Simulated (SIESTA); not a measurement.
HfB2:

```xyz
3
Lattice="3.1400 0.0000 0.0000 -1.5700 2.7193 0.0000 0.0000 0.0000 3.4800" Properties=species:S:1:pos:R:3 pbc="T T T"
Hf    0.0000    0.0000    0.0000
B     1.5700    0.9064    1.7400
B     0.0000    1.8129    1.7400
```

| Item | Value |
| --- | --- |
| Program | SIESTA 5.4.2 |
| Task | single point |
| Functional | PBEsol |
| Potentials or basis | PseudoDojo 0.4 standard (PBEsol files) |
| Basis | DZP (energy shift 0.003 Ry; two zetas on semicore shells) |
| Grid cutoff | 800 Ry |
| Energy shift | 0.003 Ry |
| k mesh | 10 × 10 × 8 |
| Occupations | fermi-dirac, width 0.05 eV |
| Spin | no spin polarisation |

On this cell: pressure -2.9 GPa; largest force under 0.003 eV/Å; band gap on the k mesh none (metal or under the smearing width).

The same run follows on a disturbed copy (atoms moved at random, drawn with an rms of 0.05 Å):

```
CELL_PARAMETERS angstrom
3.14000 0.00000 0.00000
-1.57000 2.71932 0.00000
0.00000 0.00000 3.48000
ATOMIC_POSITIONS crystal
Hf 0.00407 0.99622 0.99703
B 0.67352 0.34355 0.49131
B 0.31739 0.67513 0.48455
```

Task: What does the disturbed cell give?

Result: The energy (extrapolated to zero smearing) moves by +23.2 meV/atom; pressure -2.0 GPa; largest force 1.406 eV/Å; band gap on the k mesh none (metal or under the smearing width).

Forces in eV/Å, atoms in the order of the input:
```
Hf  -0.700  0.540 -0.510
B   -0.646 -0.419  0.119
B    1.345 -0.120  0.391
```

Stress tensor (GPa, compression positive):
```
-0.56  0.14  0.52
 0.14 -1.12 -0.35
 0.52 -0.35 -4.44
```

Caveats: short orbitals over semicore shells can move pressures by several GPa; the basis of atomic orbitals isn't converged, which shifts pressures, moduli and gaps.
